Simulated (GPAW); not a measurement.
HfO2: single point with TB-mBJ

The system is HfO2.

```
Hf O
1.0
     3.61685    0.00000    0.00000
     1.80843    3.13229    0.00000
     1.80843    1.04410    2.95315
Hf O
1 2
Cartesian
  0.0000 0.0000 0.0000
  5.4253 3.1323 2.2149
  1.8084 1.0441 0.7383
```

Measurements of this composition are mostly on another form, of space group No. 14.

* Program: GPAW 26.7.0
* Task: single point
* Functional: TB-mBJ
* Potentials or basis: GPAW PAW data sets for LDA (gpaw-data 1.2.1)
* Cutoff: 800 eV
* Basis: pw
* k mesh: 7 × 7 × 7
* Occupations: fermi-dirac, width 0.05 eV
* Spin: no spin polarisation

* Band gap on the k mesh: 5.64 eV, indirect (least direct gap 5.85 eV)

Levels at points of the mesh, in eV from the valence-band top:
| k point | band 8 | band 9 | band 10 | band 11 | band 12 | band 13 | band 14 | band 15 | band 16 | band 17 |
| --- | --- | --- | --- | --- | --- | --- | --- | --- | --- | --- |
| (0.00, 0.00, 0.00) | -4.88 | -4.88 | -0.46 | -0.46 | -0.46 | 5.64 | 5.64 | 7.87 | 11.01 | 11.01 |

Wall time 110 s on 1 thread of Arm Neoverse V1 (shared host), peak memory 0.31 GiB.

Caveat: a model potential gives levels but no total energy; spin-orbit coupling is left out, which moves the levels of the heavy elements; an odd mesh through Γ misses points on the zone boundary, where band edges often lie.
